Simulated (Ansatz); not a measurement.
Crystal: C.

```
CELL_PARAMETERS angstrom
2.52210 0.00000 0.00000
-1.26105 2.18420 0.00000
0.00000 0.00000 8.23710
ATOMIC_POSITIONS crystal
C 0.66667 0.33333 0.84375
C 0.33333 0.66667 0.34375
C 0.66667 0.33333 0.65625
C 0.33333 0.66667 0.15625
C 0.00000 0.00000 0.90625
C 0.00000 0.00000 0.40625
C 0.00000 0.00000 0.59375
C 0.00000 0.00000 0.09375
```

This is a hexagonal form of diamond, not graphite.

Base run:

```yaml
Program: Ansatz 0.2.0
Functional: PBE0
Potentials_or_basis: Ansatz PAW
Cutoff: "420 eV (not typed: the program's choice for these potentials)"
k_mesh: 8 × 8 × 2
Occupations: fermi-dirac, width 0.05 eV
Spin: no spin polarisation
```

Its results: band gap on the k mesh 6.36 eV, indirect (least direct gap 7.28 eV); pressure -7.8 GPa; largest force 0.332 eV/Å.

The run is repeated on the same cell with these changes: functional from PBE0 to HSE06. What comes out?

Band gap on the k mesh 5.60 eV, indirect (least direct gap 6.54 eV); pressure -7.7 GPa; largest force 0.334 eV/Å.

Caveats: the PAW data sets come from PBE, with cores solved anew for the run's functional, which leaves a small shift of forces and pressure; the thresholds are loose for stress.
